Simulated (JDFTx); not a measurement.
Set up this calculation in JDFTx 1.7.0 (patched build), as the native input.

```yaml
Task: single point
Functional: PBEsol
Potentials_or_basis: PseudoDojo-SR-PBEsol-0.4.1-standard with smoothed tails
Cutoff: 1143 eV
Density_cutoff: 9143 eV
k_mesh: 10 × 10 × 8
Occupations: fermi-dirac, width 0.05 eV
Spin: no spin polarisation
Local_potential_set_to_-Z/r_beyond: 6 bohr
Density_cutoff_over_wavefunction_cutoff: 8
Max_SCF_steps: 100
SCF_threshold_on_the_energy: 1e-09 Ha
Solver_of_the_electrons: scf
Further_solve_for_the_empty_bands: yes
```

Crystal: TiB2.

```
Ti B
1.0
     3.02920    0.00000    0.00000
    -1.51460    2.62336    0.00000
     0.00000    0.00000    3.22840
Ti B
1 2
Direct
  0.99663 0.98608 0.98473
  0.65640 0.31348 0.50274
  0.33149 0.66649 0.49409
```

The cell isn't the ideal one: atoms moved at random, drawn with an rms of 0.05 Å.

The input as run:

TiB2.in

```
lattice \
    5.7243583767    -2.8621791884     0.0000000000 \
    0.0000000000     4.9574397745     0.0000000000 \
    0.0000000000     0.0000000000     6.1007918207
coords-type Lattice
ion Ti    -0.0033710000    -0.0139150000    -0.0152660000 1
ion B      0.6563980000     0.3134780000     0.5027410000 1
ion B      0.3314890000     0.6664920000     0.4940860000 1

ion-species pseudo/Ti.upf
ion-species pseudo/B.upf
elec-cutoff 42 336
elec-ex-corr gga-PBEsol
kpoint-folding 10 10 8
elec-smearing Fermi 0.0018374661
elec-n-bands 15
electronic-SCF nIterations 100 energyDiffThreshold 1e-09
electronic-minimize nIterations 30 energyDiffThreshold 1e-7
converge-empty-states yes
forces-output-coords Cartesian

dump-name run.$VAR
dump End Ecomponents EigStats BandEigs Kpoints Forces Stress
```

Potentials or basis: PseudoDojo-SR-PBEsol-0.4.1-standard with smoothed tails.

Run with:

```sh
$ jdftx -c 1 -i TiB2.in -o TiB2.out
```

Results of the run:

| Quantity | Value |
| --- | --- |
| Pressure | -4.1 GPa |
| Largest force | 0.960 eV/Å |
| Band gap on the k mesh | none (metal or under the smearing width) |
| Loewdin charges | Ti +0.86; B -0.41 e |

Caveat: the empty levels aren't tightly converged.

Run time: 5.6 min on 1 thread of Intel(R) Xeon(R) 6975P-C (Granite Rapids), on a shared host, peak memory 0.76 GiB.
